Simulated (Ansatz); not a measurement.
# SnSe (Fm-3m) in Ansatz: notebook

The runs below take SnSe through relaxation of cell and atoms, single point, with BLYP, wPBEh.

Program: Ansatz 0.2.0. These are calculated values, not measurements. Logs are shortened: lines on timing, memory, paths and dates and some standing lists are left out, and cuts for length are marked.

## 1. Starting point

The structure is cubic, space group Fm-3m (No. 225). The conventional cell has a = 6.020 Å, b = 6.020 Å, c = 6.020 Å, α = 90.00°, β = 90.00°, γ = 90.00°. Sn (site symmetry m-3m) has 6 Se at 3.01 Å as nearest neighbours. Se (site symmetry m-3m) has 6 Sn at 3.01 Å as nearest neighbours.

Measurements of this composition are mostly on another form, of space group No. 62.

## 2. Relaxation of cell and atoms, BLYP

File run.py:

```python
import json

import ase.io
import numpy as np

import ansatz as az

atoms = ase.io.read("SnSe.cif")
atoms.info.pop("occupancy", None)

calculation = (
    az.Crystal.from_ase(atoms)
    .calculation()
    .kpoints(8, 8, 8)
    .functional("blyp")
    .pseudopotentials(kind="nc", accuracy="standard")
    .occupations(method="cold", width=0.025)
    .relax(force_tolerance=0.01, max_steps=40, cell=True, stress_tolerance=0.05)
    .forces()
    .stress()
)
outcome = calculation.run(threads=2, events_out="events.jsonl")

report = outcome.report
for line in open("events.jsonl"):
    event = json.loads(line)
    if event["event"] == "scf_iter":
        d = event["data"]
        print(f"SCF {d['iter']:3d}  HF = {d['harris_foulkes_ev']:.6f} eV  dr2 = {d['dr2_ev']:.2e} eV")
    elif event["event"] in ("relax_step", "md_step"):
        d = event["data"]
        print(f"{event['event']} {d['step']:3d}  E = {d['lagrangian_ev']:.6f} eV")
np.set_printoptions(precision=5, suppress=True, linewidth=110)
print("converged:", report["converged"], "after", report["n_iterations"], "iterations")
print(f"free energy {report['free_energy_ev']:.6f} eV, Fermi level {report['fermi_energy_ev']:.4f} eV")
for key in ("band_edges_ev", "magnetization_mub", "site_moments_mub", "site_moments_nc_mub", "forces_ev_ang",
                "stress_gpa"):
    if report.get(key) is not None:
        print(key, np.array(report[key]), sep="\n")
```

File SnSe.cif:

```cif
data_SnSe
_cell_length_a 4.25678282
_cell_length_b 4.25678282
_cell_length_c 4.25678282
_cell_angle_alpha 60.00000000
_cell_angle_beta 60.00000000
_cell_angle_gamma 60.00000000
_space_group_name_H-M_alt 'P1'
_space_group_name_Hall 'P 1'
_space_group_IT_number 1
loop_
_space_group_symop_operation_xyz
'x,y,z'
loop_
_atom_site_label
_atom_site_type_symbol
_atom_site_symmetry_multiplicity
_atom_site_Wyckoff_symbol
_atom_site_fract_x
_atom_site_fract_y
_atom_site_fract_z
_atom_site_occupancy
Sn1 Sn 1 a 0.0000000000 0.0000000000 0.0000000000 1
Se1 Se 1 a 0.5000000000 0.5000000000 0.5000000000 1
```

Potentials or basis: PseudoDojo standard.

The run is started by

```console
$ python run.py
```

The log of the run:

```text
DeckWarning: basis.ecutwfc = 1170.089609 eV, auto-derived from the records' recommended cutoffs: set by Se (normal level)
PlacementWarning: RAYON_NUM_THREADS=2 ignored (pool sized by the plan → 2); use plan(threads=…)
SCF   1  HF = -5436.966621 eV  dr2 = 4.13e-01 eV
SCF   2  HF = -5436.826294 eV  dr2 = 7.78e-02 eV
SCF   3  HF = -5436.812814 eV  dr2 = 9.81e-03 eV
SCF   4  HF = -5436.811501 eV  dr2 = 3.08e-04 eV
SCF   5  HF = -5436.811609 eV  dr2 = 9.93e-06 eV
SCF   6  HF = -5436.811511 eV  dr2 = 2.04e-07 eV
SCF   7  HF = -5436.811511 eV  dr2 = 1.49e-08 eV
relax_step   1  E = -5436.811511 eV
SCF   1  HF = -5436.884042 eV  dr2 = 3.76e-02 eV
SCF   2  HF = -5436.875782 eV  dr2 = 1.00e-02 eV
SCF   3  HF = -5436.871395 eV  dr2 = 8.65e-04 eV
SCF   4  HF = -5436.871265 eV  dr2 = 1.25e-05 eV
SCF   5  HF = -5436.871255 eV  dr2 = 4.30e-07 eV
SCF   6  HF = -5436.871275 eV  dr2 = 1.63e-08 eV
SCF   7  HF = -5436.873428 eV  dr2 = 9.21e-09 eV
SCF   8  HF = -5436.873428 eV  dr2 = 7.20e-09 eV
relax_step   2  E = -5436.873429 eV
SCF   1  HF = -5436.883787 eV  dr2 = 2.14e-03 eV
SCF   2  HF = -5436.883354 eV  dr2 = 5.78e-04 eV
SCF   3  HF = -5436.883174 eV  dr2 = 5.92e-05 eV
SCF   4  HF = -5436.883081 eV  dr2 = 1.12e-06 eV
SCF   5  HF = -5436.883083 eV  dr2 = 1.17e-07 eV
relax_step   3  E = -5436.883083 eV
SCF   1  HF = -5436.883387 eV  dr2 = 6.33e-05 eV
SCF   2  HF = -5436.883282 eV  dr2 = 1.50e-05 eV
SCF   3  HF = -5436.883278 eV  dr2 = 1.23e-06 eV
SCF   4  HF = -5436.883278 eV  dr2 = 9.21e-08 eV
SCF   5  HF = -5436.883278 eV  dr2 = 2.21e-09 eV
relax_step   4  E = -5436.883278 eV
SCF   1  HF = -5436.885021 eV  dr2 = 2.74e-06 eV
SCF   2  HF = -5436.884981 eV  dr2 = 6.93e-07 eV
SCF   3  HF = -5436.884981 eV  dr2 = 1.21e-09 eV
SCF   4  HF = -5436.884981 eV  dr2 = 5.10e-11 eV
SCF   5  HF = -5436.884981 eV  dr2 = 1.45e-11 eV
relax_step   5  E = -5436.884981 eV
SCF   1  HF = -5436.885041 eV  dr2 = 1.57e-05 eV
SCF   2  HF = -5436.885006 eV  dr2 = 3.69e-06 eV
SCF   3  HF = -5436.885005 eV  dr2 = 2.85e-07 eV
SCF   4  HF = -5436.885005 eV  dr2 = 2.10e-08 eV
SCF   5  HF = -5436.885005 eV  dr2 = 6.45e-10 eV
relax_step   6  E = -5436.885005 eV
SCF   1  HF = -5436.885066 eV  dr2 = 1.26e-09 eV
SCF   2  HF = -5436.885021 eV  dr2 = 4.23e-10 eV
SCF   3  HF = -5436.885021 eV  dr2 = 5.96e-11 eV
SCF   4  HF = -5436.885021 eV  dr2 = 2.47e-11 eV
SCF   5  HF = -5436.885021 eV  dr2 = 6.08e-13 eV
relax_step   7  E = -5436.885021 eV
converged: True after 5 iterations
free energy -5436.885021 eV, Fermi level 8.6656 eV
magnetization_mub
0.0
forces_ev_ang
[[-0. -0.  0.]
 [ 0.  0. -0.]]
stress_gpa
[[ 0.0049 -0.      0.    ]
 [-0.      0.0049 -0.    ]
 [ 0.     -0.      0.0049]]
```

Wall time 16 s (2 threads of Arm Neoverse V2, shared host); peak memory 0.6 GiB.

What came out:

- Free energy: -5436.8850 eV
- Relaxed volume: 30.01 Å³/atom
- Relaxed cell: a = 4.395 Å, b = 4.395 Å, c = 4.395 Å, α = 60.00°, β = 60.00°, γ = 60.00°
- Space group after relaxing (to 0.05 Å): Fm-3m (No. 225)
- Energy gained by relaxing: 36.8 meV/atom
- Ionic steps: 7
- Pressure after relaxing: 0.0 GPa

Step by step:
```tsv
step	energy change (eV)	largest force (eV/Å)	volume (Å³)
1	0.0000	0.0000	54.54
2	-0.0619	0.0000	62.07
3	-0.0716	0.0000	60.16
4	-0.0718	0.0000	59.88
5	-0.0735	0.0000	59.88
6	-0.0735	0.0000	60.02
7	-0.0735	0.0000	60.02
```

Final structure:
```yaml
crystal:
  lattice:
    - [4.39471, 0.00000, 0.00000]
    - [2.19735, 3.80593, 0.00000]
    - [2.19735, 1.26864, 3.58826]
  atoms:
    - { symbol: Sn, position: [0.00000, 0.00000, 0.00000] }
    - { symbol: Se, position: [0.50000, 0.50000, 0.50000] }
```

Caveat: the potentials were made for another functional, which shifts forces and pressure; the volume moved by +10 % from the deposited cell, more than functionals usually miss. Zero-point motion and thermal expansion aren't in these numbers.

## 3. Relaxation of cell and atoms, BLYP

File input.yaml:

```yaml
crystal:
  lattice:
    - [4.25678282, 0.0, 0.0]
    - [2.12839141, 3.6864820605, 0.0]
    - [2.12839141, 1.2288273535, 3.4756486183]
  atoms:
    - { symbol: Sn, position: [0.0, 0.0, 0.0] }
    - { symbol: Se, position: [0.5, 0.5, 0.5] }
hamiltonian:
  xc: blyp
  pseudopotentials: { kind: nc, accuracy: standard }
kpoints:
  mp_grid: { grid: [8, 8, 8] }
scf:
  occupations: { method: cold, width: 0.025 }
output:
  forces: true
  stress: true
relax:
  f_tol: 0.01
  max_steps: 40
  cell: { stress_tol: 0.05 }
```

Potentials or basis: PseudoDojo standard (PBE files).

The run is started by

```console
$ ansatz run input.yaml --threads 2 --pin off --max-ram 5120MiB --backend cpu --events-out ev --progress --plain --runs-dir out
```

The log of the run:

```text
Warning: RAYON_NUM_THREADS=2 ignored (pool sized by the plan → 2); use --threads N
Engine: ansatz 0.2.0, aarch64-unknown-linux-gnu
Pseudopotentials: kind: nc
Pseudopotential: Sn, nc, valence charge 14, recommended cutoff 979.609905 eV (normal), Sn.nc.azcp (PseudoDojo's, or run here from an input of PseudoDojo's; its table is named by hamiltonian.pseudopotentials.accuracy)
Pseudopotential: Se, nc, valence charge 16, recommended cutoff 1170.089609 eV (normal), Se.nc.azcp (PseudoDojo's, or run here from an input of PseudoDojo's; its table is named by hamiltonian.pseudopotentials.accuracy)
Functional definition: BLYP
  parameter beta = 0.0042
  parameter a = 0.04918
  parameter b = 0.132
  parameter c = 0.2533
  parameter d = 0.349
  exchange = b88_x(beta = beta)
  correlation = lyp_c(a = a, b = b, c = c, d = d)
Crystal: 2 atoms, lattice volume = 54.542 Å³
Basis set: ecut = 1170.089609 eV, 4957 PW (Γ), exchange–correlation on 96×96×96 points (8 copies of the dense FFT grid, shifted against one another)
Bands: 19, of which v1, the nominal top of the filled ones, is band 15 counted from 1 (14 counted from 0)
Symmetry: 48 space group operations
Space group: Fm-3m (ITA 225), of the structure as read, at distance tolerance 3.8e-5 Å
k-points: 29 of 512
Non-local potential: Sn, projectors of the file, l = 0: 2, l = 1: 2, l = 2: 2, l = 3: 2
Non-local potential: Se, projectors of the file, l = 0: 2, l = 1: 2, l = 2: 2
Initial density: superposition of atomic densities (chi_scale 0.1, normalization cell, long waves kept (reshape's long-wave potential 0.00 eV rms))
Initial wavefunctions: pseudopotential atomic-orbital guess
Functional: x = b88, c = lyp
SCF iter   1: F=—  HF=-5436.966617 eV  |F-HF|=—  |Δ(HF+E_count)|=         —  Δρ=2.99e-2  dr2=4.13e-1  ethr=3.10e-3  ⟨swp⟩=5.7  Hψ=2782  notcnv=0
preconditioner: auto → none  [insulator: Δε(μ)=0.393 eV  Ē_g=9.359 eV  σ=0.025 eV  W_gap=1.00  n_scr=14 (ndim 8)  ℏωp=15.9 eV  f_vac=0.000  D(μ)=0.00/eV (n_scr^D=0)  ε∞_Penn≈3.9]
SCF iter   2: F=—  HF=-5436.826289 eV  |F-HF|=—  |Δ(HF+E_count)|=   1.40e-1  S|Δr|=    0.00e0  Δρ=1.13e-2  dr2=7.78e-2  ethr=1.38e-3  ⟨swp⟩=4.0  Hψ=1449  notcnv=0
SCF iter   3: F=—  HF=-5436.812810 eV  |F-HF|=—  |Δ(HF+E_count)|=   1.35e-2  S|Δr|=    0.00e0  Δρ=4.83e-3  dr2=9.81e-3  ethr=2.59e-4  ⟨swp⟩=3.0  Hψ=864  notcnv=0
SCF iter   4: F=—  HF=-5436.811497 eV  |F-HF|=—  |Δ(HF+E_count)|=   1.31e-3  S|Δr|=    0.00e0  Δρ=1.16e-3  dr2=3.08e-4  ethr=3.27e-5  ⟨swp⟩=3.9  Hψ=1018  notcnv=0
SCF iter   5: F=—  HF=-5436.811597 eV  |F-HF|=—  |Δ(HF+E_count)|=   9.99e-5  S|Δr|=    0.00e0  Δρ=2.06e-4  dr2=9.93e-6  ethr=1.03e-6  ⟨swp⟩=2.2  Hψ=690  notcnv=0
SCF iter   6: F=—  HF=-5436.811511 eV  |F-HF|=—  |Δ(HF+E_count)|=   8.62e-5  S|Δr|=    0.00e0  Δρ=2.98e-5  dr2=2.04e-7  ethr=3.31e-8  ⟨swp⟩=2.3  Hψ=883  notcnv=0
SCF iter   7: F=-5436.811511 eV  HF=-5436.811511 eV  |F-HF|=1.23e-8  |Δ(HF+E_count)|=   3.50e-7  S|Δr|=    0.00e0  Δρ=6.71e-6  dr2=1.50e-8  ethr=3.33e-10  ⟨swp⟩=5.0  Hψ=1954  notcnv=0
SCF 1 converged in 7 iterations: F = -5436.811511 eV  dr2 = 1.50e-8
relax step   1: F+E_penalty+E_count = -5436.81151112 eV  Δ(F+E_penalty+E_count) = +0.000e0 eV  max|allowed force component| = 7.672e-29 eV/Å  Δτ_max = 0.0000 Å  P = +4.743 GPa  Ω = 54.542 Å³  (7 SCF iters, dr2 threshold 1.00e-7 eV, accepted)
Crystal: 2 atoms, lattice volume = 62.067 Å³
Basis set: ecut = 1170.089609 eV, 5673 PW (Γ), exchange–correlation on 96×96×96 points (8 copies of the dense FFT grid, shifted against one another)
Initial density: handed on by an earlier stage of this run
[... 50 lines left out ...]
Crystal: 2 atoms, lattice volume = 60.017 Å³
iter 1 solved again at ethr=9.34e-8 eV; its pass at ethr=3.10e-3 eV (dr2=2.80e-5 eV) is discarded
SCF iter   1: F=—  HF=-5436.885067 eV  |F-HF|=—  |Δ(HF+E_count)|=         —  Δρ=1.06e-4  dr2=1.57e-5  ethr=9.34e-8  ⟨swp⟩=3.0  Hψ=3609  notcnv=0
preconditioner: auto → Kerker (q_TF=auto, 2.431 Å⁻¹)  [metal: Δε(μ)=0.536 eV  Ē_g=8.997 eV  σ=0.025 eV  W_gap=0.48  n_scr=14 (ndim 8)  ℏωp=15.2 eV  f_vac=0.040  D(μ)=0.92/eV (n_scr^D=0)]
SCF iter   2: F=—  HF=-5436.885006 eV  |F-HF|=—  |Δ(HF+E_count)|=   6.09e-5  S|Δr|=    0.00e0  Δρ=5.13e-5  dr2=3.69e-6  ethr=5.22e-8  ⟨swp⟩=1.1  Hψ=555  notcnv=0
SCF iter   3: F=—  HF=-5436.885005 eV  |F-HF|=—  |Δ(HF+E_count)|=   9.74e-7  S|Δr|=    0.00e0  Δρ=1.55e-5  dr2=2.85e-7  ethr=1.23e-8  ⟨swp⟩=2.0  Hψ=622  notcnv=0
SCF iter   4: F=—  HF=-5436.885005 eV  |F-HF|=—  |Δ(HF+E_count)|=   3.55e-8  S|Δr|=    0.00e0  Δρ=4.43e-6  dr2=2.10e-8  ethr=9.49e-10  ⟨swp⟩=2.1  Hψ=690  notcnv=0
SCF iter   5: F=-5436.885005 eV  HF=-5436.885005 eV  |F-HF|=8.36e-10  |Δ(HF+E_count)|=   2.53e-9  S|Δr|=    0.00e0  Δρ=1.11e-6  dr2=6.48e-10  ethr=6.02e-11  ⟨swp⟩=4.8  Hψ=1729  notcnv=0
SCF 6 converged in 5 iterations: F = -5436.885005 eV  dr2 = 6.48e-10
relax step   6: F+E_penalty+E_count = -5436.88500504 eV  Δ(F+E_penalty+E_count) = -2.433e-5 eV  max|allowed force component| = 1.682e-28 eV/Å  Δτ_max = 0.0000 Å  P = +0.005 GPa  Ω = 60.017 Å³  energy of the carried Pulay correction = -1.364e-5 eV  (5 SCF iters, dr2 threshold 1.81e-8 eV, accepted)
iter 1 solved again at ethr=3.35e-8 eV; its pass at ethr=3.10e-3 eV (dr2=1.00e-5 eV) is discarded
SCF iter   1: F=—  HF=-5436.885069 eV  |F-HF|=—  |Δ(HF+E_count)|=         —  Δρ=3.96e-6  dr2=1.26e-9  ethr=3.35e-8  ⟨swp⟩=4.1  Hψ=4663  notcnv=0
preconditioner: auto → Kerker (q_TF=auto, 2.431 Å⁻¹)  [metal: Δε(μ)=0.535 eV  Ē_g=8.996 eV  σ=0.025 eV  W_gap=0.46  n_scr=14 (ndim 8)  ℏωp=15.2 eV  f_vac=0.040  D(μ)=0.92/eV (n_scr^D=0)]
SCF iter   2: F=—  HF=-5436.885021 eV  |F-HF|=—  |Δ(HF+E_count)|=   4.81e-5  S|Δr|=    0.00e0  Δρ=2.12e-6  dr2=4.23e-10  ethr=4.20e-12  ⟨swp⟩=3.3  Hψ=1194  notcnv=0
SCF iter   3: F=—  HF=-5436.885021 eV  |F-HF|=—  |Δ(HF+E_count)|=  7.09e-10  S|Δr|=    0.00e0  Δρ=3.57e-7  dr2=5.96e-11  ethr=1.41e-12  ⟨swp⟩=2.6  Hψ=871  notcnv=0
SCF iter   4: F=—  HF=-5436.885021 eV  |F-HF|=—  |Δ(HF+E_count)|=  6.82e-11  S|Δr|=    0.00e0  Δρ=2.39e-7  dr2=2.47e-11  ethr=1.00e-12  ⟨swp⟩=5.9  Hψ=2212  notcnv=0
SCF iter   5: F=-5436.885021 eV  HF=-5436.885021 eV  |F-HF|=0.00e0  |Δ(HF+E_count)|=  2.18e-11  S|Δr|=    0.00e0  Δρ=2.91e-8  dr2=6.03e-13  ethr=1.00e-12  ⟨swp⟩=5.9  Hψ=2168  notcnv=0
SCF 7 converged in 5 iterations: F = -5436.885021 eV  dr2 = 6.03e-13
relax step   7: F+E_penalty+E_count = -5436.88502129 eV  Δ(F+E_penalty+E_count) = -1.624e-5 eV  max|allowed force component| = 2.025e-28 eV/Å  Δτ_max = 0.0000 Å  P = +0.005 GPa  Ω = 60.017 Å³  stress off target by 4.92e-3 GPa  SCF on the basis re-selected at this cell (its energy is not comparable with the rows above)  (5 SCF iters)
basis re-selected at this cell: Δ(F+E_penalty+E_count) = -1.624e-5 eV, ΔP = -0.000 GPa vs the last step (what re-selecting the basis moved, of the pressure what is left beyond the Pulay correction that the steps carried, after the strain that the cell walked since its last selection, with what the two solves' SCF thresholds leave and, on support functions, any second-order correction that the steps lacked; it is no measure of the basis error at this ecutwfc). This SCF's stress stands 4.92e-3 GPa from its target on what of the cell is left free (relax.cell.stress_tol is 5.00e-2 GPa) and its largest allowed force component is 2.02e-28 eV/Å (relax.f_tol is 1.00e-2 eV/Å): within both
SCF converged after 5 iterations
Stability not checked: this state was not tested for a lower state beside it, because cold or Methfessel-Paxton smearing, or corrected tetrahedra, fill the levels in a way that the test cannot read (fill_not_monotonic; see scf.lower_state_search)
Free energy (F): -5436.885021 eV
Harris-Foulkes:  -5436.885021 eV  (|F-HF|=0.00e0)
Internal energy: -5436.884894 eV  (E = F + TS)
E sigma→0 (E₀):  -5436.884979 eV
Entropy (-TS):   -0.000127 eV (-0.064 meV/atom)
Fermi energy:    8.665651 eV
Step filling:    the computed levels leave a gap of 0.0027 eV = 0.1 smearing widths at the electron count; against every level under it full and every level over it empty, smearing changes F+E_penalty+E_count by -0.108 meV and its σ→0 estimate by -0.066 meV
--- Per-component energies (eV) ---
  E_band       = -486.177472
  E_kinetic    = 3401.918080
  E_local      = -3644.574528  (includes V_loc(G=0)·N_el)
  E_nonlocal   = -2504.888877
  E_hartree    = 1526.572714
  E_xc         = -1249.635649
  E_vxc        = -791.777597  (∫ρ·V_xc dr)
  E_ewald      = -2966.276635
  E_smearing   = -0.000127  (= −TS)
  E_closure    = 0.000000  (closes the sum)
  Σ components = -5436.885021   (vs F -5436.885021, Δ=0.00e0)
--- Forces (eV/Å), atoms counted from 1 ---
  atom   1  Sn     0.00000000     0.00000000    -0.00000000
  atom   2  Se     0.00000000    -0.00000000     0.00000000
  max |Σ_I F_I| component: 4.03e-28 eV/Å
--- Stress (GPa, compression-positive) ---
        0.004920      -0.000000      -0.000000
       -0.000000       0.004920      -0.000000
       -0.000000      -0.000000       0.004920
  P = ⅓ Tr σ = 0.0049 GPa (0.049 kbar)
--- Relaxed structure (5 steps of the walk, 5 accepted, 2 SCFs on fresh bases) ---
  F+E_penalty+E_count = -5436.88502129 eV   max|allowed force component| = 2.025e-28 eV/Å   (the final SCF, on the basis selected at the relaxed cell)
  cell:  # Å, volume = 60.0170 Å³
    - [4.394705440807447, -2.5275829410610792e-18, 4.32712317437701e-19]
    - [2.1973527204037233, 3.805926553888939, -9.084378938650302e-17]
    - [2.1973527204037233, 1.2686421846296465, 3.5882619666037563]
  atoms:
    - { symbol: Sn, position: [2.629431667411262e-34, 2.5683957787486306e-35, -1.292949037846665e-34] }
    - { symbol: Se, position: [0.4999999999999999, 0.5000000000000002, 0.5] }
```

Wall time 15 s (2 threads of Arm Neoverse V2, shared host); peak memory 0.46 GiB.

Results:

```
Free energy                            : -5436.8850 eV
Relaxed volume                         : 30.01 Å³/atom
Relaxed cell                           : a = 4.395 Å, b = 4.395 Å, c = 4.395 Å, α = 60.00°, β = 60.00°, γ = 60.00°
Space group after relaxing (to 0.05 Å) : Fm-3m (No. 225)
Energy gained by relaxing              : 36.8 meV/atom
Ionic steps                            : 7
Pressure after relaxing                : 0.0 GPa
```

Step by step:
```csv
step,energy change (eV),largest force (eV/Å),volume (Å³)
1,0.0000,0.0000,54.54
2,-0.0619,0.0000,62.07
3,-0.0716,0.0000,60.16
4,-0.0718,0.0000,59.88
5,-0.0735,0.0000,59.88
6,-0.0735,0.0000,60.02
7,-0.0735,0.0000,60.02
```

Final structure:
```xyz
2
Lattice="4.3947 0.0000 0.0000 2.1974 3.8059 0.0000 2.1974 1.2686 3.5883" Properties=species:S:1:pos:R:3 pbc="T T T"
Sn    0.0000    0.0000    0.0000
Se    4.3947    2.5373    1.7941
```

Caveat: the potentials were made for another functional, which shifts forces and pressure; the plane-wave basis is chosen anew once the cell has moved, so the energies of steps on either side of that aren't comparable; the volume moved by +10 % from the deposited cell, more than functionals usually miss. BLYP gives volumes clearly too large for solids.

(Part 1 of 2 ends here.)
